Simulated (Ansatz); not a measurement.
# SnSe: equation of state

Aim: scale the cell of SnSe up and down at fixed shape and fractional positions, and get the equilibrium volume and bulk modulus with LAPW, PAW and all-electron datasets made for the crystal.

Program: Ansatz 0.2.0. Level of theory: DFT PBEsol, scalar-relativistic. These are calculated values, not measurements.

## 1. The structure to begin with

It takes space group Fm-3m (No. 225, cubic). The conventional cell has a = 6.020 Å, b = 6.020 Å, c = 6.020 Å, α = 90.00°, β = 90.00°, γ = 90.00°. Around Sn (site symmetry m-3m) lie 6 Se at 3.01 Å. Se (site symmetry m-3m) is surrounded by 6 Sn at 3.01 Å.

Structure file:

```
Sn Se
1.0
     0.00000    3.01000    3.01000
     3.01000    0.00000    3.01000
     3.01000    3.01000    0.00000
Sn Se
1 1
Direct
  0.00000 0.00000 0.00000
  0.50000 0.50000 0.50000
```

Atoms are numbered in the order of the input: Sn1, Se2.

## 2. Volume × 0.96, LAPW

input.yaml

```yaml
crystal:
  lattice:
    - [0.0, 2.9693193375, 2.9693193375]
    - [2.9693193375, 0.0, 2.9693193375]
    - [2.9693193375, 2.9693193375, 0.0]
  atoms:
    - { symbol: Sn, position: [0.0, 0.0, 0.0] }
    - { symbol: Se, position: [0.5, 0.5, 0.5] }
kpoints:
  mp_grid: { grid: [7, 7, 7] }
  band_path:
    path:
      - [0.0, 0.0, 0.0]
      - [0.5, 0.0, 0.5]
      - [0.625, 0.25, 0.625]
      - [0.375, 0.375, 0.75]
      - [0.0, 0.0, 0.0]
      - [0.5, 0.5, 0.5]
      - [0.5, 0.25, 0.75]
      - [0.5, 0.0, 0.5]
    npoints: 5
scf:
  occupations: { method: fermi_dirac, width: 0.01 }
hamiltonian:
  xc: pbesol
  pseudopotentials: { kind: all_electron, lapw: { basis_error: 0.0005 } }
output:
  forces: true
  stress: true
  eigenvalues: true
```

The run is started by

```bash
> ansatz run input.yaml --threads 1 --pin off --max-ram 3072MiB --backend cpu --events-out ev --progress --plain --runs-dir out
```

## 3. Volume × 0.96, PAW

input.yaml

```yaml
crystal:
  lattice:
    - [0.0, 2.9693193375, 2.9693193375]
    - [2.9693193375, 0.0, 2.9693193375]
    - [2.9693193375, 2.9693193375, 0.0]
  atoms:
    - { symbol: Sn, position: [0.0, 0.0, 0.0] }
    - { symbol: Se, position: [0.5, 0.5, 0.5] }
kpoints:
  mp_grid: { grid: [7, 7, 7] }
scf:
  occupations: { method: fermi_dirac, width: 0.01 }
hamiltonian:
  xc: pbesol
  pseudopotentials: { kind: paw }
output:
  forces: true
  stress: true
  eigenvalues: true
  efg: { contact_densities: true }
  write_density: true
  write_potential: true
  elf: true
  volumetric_format: npy
```

## 4. Volume × 0.96, crystal datasets

input.yaml, as its differences from that of step 3:

```diff
@@ -14,3 +14,3 @@
   xc: pbesol
-  pseudopotentials: { kind: paw }
+  pseudopotentials: { kind: all_electron, datasets: crystal }
 output:
@@ -20,5 +20 @@
   efg: { contact_densities: true }
-  write_density: true
-  write_potential: true
-  elf: true
-  volumetric_format: npy
```

## 5. Volume × 0.99, LAPW

input.yaml

```yaml
crystal:
  lattice:
    - [0.0, 2.9999330352, 2.9999330352]
    - [2.9999330352, 0.0, 2.9999330352]
    - [2.9999330352, 2.9999330352, 0.0]
  atoms:
    - { symbol: Sn, position: [0.0, 0.0, 0.0] }
    - { symbol: Se, position: [0.5, 0.5, 0.5] }
kpoints:
  mp_grid: { grid: [7, 7, 7] }
  band_path:
    path:
      - [0.0, 0.0, 0.0]
      - [0.5, 0.0, 0.5]
      - [0.625, 0.25, 0.625]
      - [0.375, 0.375, 0.75]
      - [0.0, 0.0, 0.0]
      - [0.5, 0.5, 0.5]
      - [0.5, 0.25, 0.75]
      - [0.5, 0.0, 0.5]
    npoints: 5
scf:
  occupations: { method: fermi_dirac, width: 0.01 }
hamiltonian:
  xc: pbesol
  pseudopotentials: { kind: all_electron, lapw: { basis_error: 0.0005 } }
output:
  forces: true
  stress: true
  eigenvalues: true
```

## 6. Volume × 0.99, PAW

input.yaml

```yaml
crystal:
  lattice:
    - [0.0, 2.9999330352, 2.9999330352]
    - [2.9999330352, 0.0, 2.9999330352]
    - [2.9999330352, 2.9999330352, 0.0]
  atoms:
    - { symbol: Sn, position: [0.0, 0.0, 0.0] }
    - { symbol: Se, position: [0.5, 0.5, 0.5] }
kpoints:
  mp_grid: { grid: [7, 7, 7] }
scf:
  occupations: { method: fermi_dirac, width: 0.01 }
hamiltonian:
  xc: pbesol
  pseudopotentials: { kind: paw }
output:
  forces: true
  stress: true
  eigenvalues: true
  efg: { contact_densities: true }
```

## 7. Volume × 0.99, crystal datasets

input.yaml, as its differences from that of step 6:

```diff
@@ -14,3 +14,3 @@
   xc: pbesol
-  pseudopotentials: { kind: paw }
+  pseudopotentials: { kind: all_electron, datasets: crystal }
 output:
```

## 8. Volume × 1.02, LAPW

input.yaml

```yaml
crystal:
  lattice:
    - [0.0, 3.0299343558, 3.0299343558]
    - [3.0299343558, 0.0, 3.0299343558]
    - [3.0299343558, 3.0299343558, 0.0]
  atoms:
    - { symbol: Sn, position: [0.0, 0.0, 0.0] }
    - { symbol: Se, position: [0.5, 0.5, 0.5] }
kpoints:
  mp_grid: { grid: [7, 7, 7] }
  band_path:
    path:
      - [0.0, 0.0, 0.0]
      - [0.5, 0.0, 0.5]
      - [0.625, 0.25, 0.625]
      - [0.375, 0.375, 0.75]
      - [0.0, 0.0, 0.0]
      - [0.5, 0.5, 0.5]
      - [0.5, 0.25, 0.75]
      - [0.5, 0.0, 0.5]
    npoints: 5
scf:
  occupations: { method: fermi_dirac, width: 0.01 }
hamiltonian:
  xc: pbesol
  pseudopotentials: { kind: all_electron, lapw: { basis_error: 0.0005 } }
output:
  forces: true
  stress: true
  eigenvalues: true
```

## 9. Volume × 1.02, PAW

input.yaml

```yaml
crystal:
  lattice:
    - [0.0, 3.0299343558, 3.0299343558]
    - [3.0299343558, 0.0, 3.0299343558]
    - [3.0299343558, 3.0299343558, 0.0]
  atoms:
    - { symbol: Sn, position: [0.0, 0.0, 0.0] }
    - { symbol: Se, position: [0.5, 0.5, 0.5] }
kpoints:
  mp_grid: { grid: [7, 7, 7] }
scf:
  occupations: { method: fermi_dirac, width: 0.01 }
hamiltonian:
  xc: pbesol
  pseudopotentials: { kind: paw }
output:
  forces: true
  stress: true
  eigenvalues: true
  efg: { contact_densities: true }
```

## 10. Volume × 1.02, crystal datasets

input.yaml, as its differences from that of step 9:

```diff
@@ -14,3 +14,3 @@
   xc: pbesol
-  pseudopotentials: { kind: paw }
+  pseudopotentials: { kind: all_electron, datasets: crystal }
 output:
```

## 11. Volume × 1.06, LAPW

input.yaml

```yaml
crystal:
  lattice:
    - [0.0, 3.0690345955, 3.0690345955]
    - [3.0690345955, 0.0, 3.0690345955]
    - [3.0690345955, 3.0690345955, 0.0]
  atoms:
    - { symbol: Sn, position: [0.0, 0.0, 0.0] }
    - { symbol: Se, position: [0.5, 0.5, 0.5] }
kpoints:
  mp_grid: { grid: [7, 7, 7] }
  band_path:
    path:
      - [0.0, 0.0, 0.0]
      - [0.5, 0.0, 0.5]
      - [0.625, 0.25, 0.625]
      - [0.375, 0.375, 0.75]
      - [0.0, 0.0, 0.0]
      - [0.5, 0.5, 0.5]
      - [0.5, 0.25, 0.75]
      - [0.5, 0.0, 0.5]
    npoints: 5
scf:
  occupations: { method: fermi_dirac, width: 0.01 }
hamiltonian:
  xc: pbesol
  pseudopotentials: { kind: all_electron, lapw: { basis_error: 0.0005 } }
output:
  forces: true
  stress: true
  eigenvalues: true
```

## 12. Volume × 1.06, PAW

input.yaml

```yaml
crystal:
  lattice:
    - [0.0, 3.0690345955, 3.0690345955]
    - [3.0690345955, 0.0, 3.0690345955]
    - [3.0690345955, 3.0690345955, 0.0]
  atoms:
    - { symbol: Sn, position: [0.0, 0.0, 0.0] }
    - { symbol: Se, position: [0.5, 0.5, 0.5] }
kpoints:
  mp_grid: { grid: [7, 7, 7] }
scf:
  occupations: { method: fermi_dirac, width: 0.01 }
hamiltonian:
  xc: pbesol
  pseudopotentials: { kind: paw }
output:
  forces: true
  stress: true
  eigenvalues: true
  efg: { contact_densities: true }
  write_density: true
  write_potential: true
  elf: true
  volumetric_format: npy
```

## 13. Volume × 1.06, crystal datasets

input.yaml, as its differences from that of step 12:

```diff
@@ -14,3 +14,3 @@
   xc: pbesol
-  pseudopotentials: { kind: paw }
+  pseudopotentials: { kind: all_electron, datasets: crystal }
 output:
@@ -20,5 +20 @@
   efg: { contact_densities: true }
-  write_density: true
-  write_potential: true
-  elf: true
-  volumetric_format: npy
```

(Steps that only read results are left out.)

**Question.** What will these runs give? Wanted: equilibrium volume; bulk modulus (for each run or level that gives them).

The runs gave:

| quantity | value |
| --- | --- |
| equilibrium volume (LAPW) | 26.291 Å³/atom |
| bulk modulus (LAPW) | 56 GPa |
| its pressure derivative (LAPW) | 4.3 |
| equilibrium volume (PAW) | 26.290 Å³/atom |
| bulk modulus (PAW) | 56 GPa |
| its pressure derivative (PAW) | 4.3 |
| equilibrium volume (crystal datasets) | 26.290 Å³/atom |
| bulk modulus (crystal datasets) | 56 GPa |
| its pressure derivative (crystal datasets) | 4.3 |

By LAPW, the pressure vanishes at 26.29 Å³/atom (-3.6 % from the starting cell) and the bulk modulus there is 56 GPa (Birch-Murnaghan, third order). PAW's volume lies less than 0.01 % and its modulus less than 0.1 % from LAPW's. The gap goes from 0.38 eV at the smallest volume to 0.41 eV at the largest, not steadily: it turns in between. No thermal or zero-point expansion is included.

The gaps are Kohn-Sham values of a semilocal functional, not quasiparticle or optical gaps. Such gaps usually fall short of the measured ones. Spin-orbit coupling is left out, though the cell holds Sn; it can move the gap.
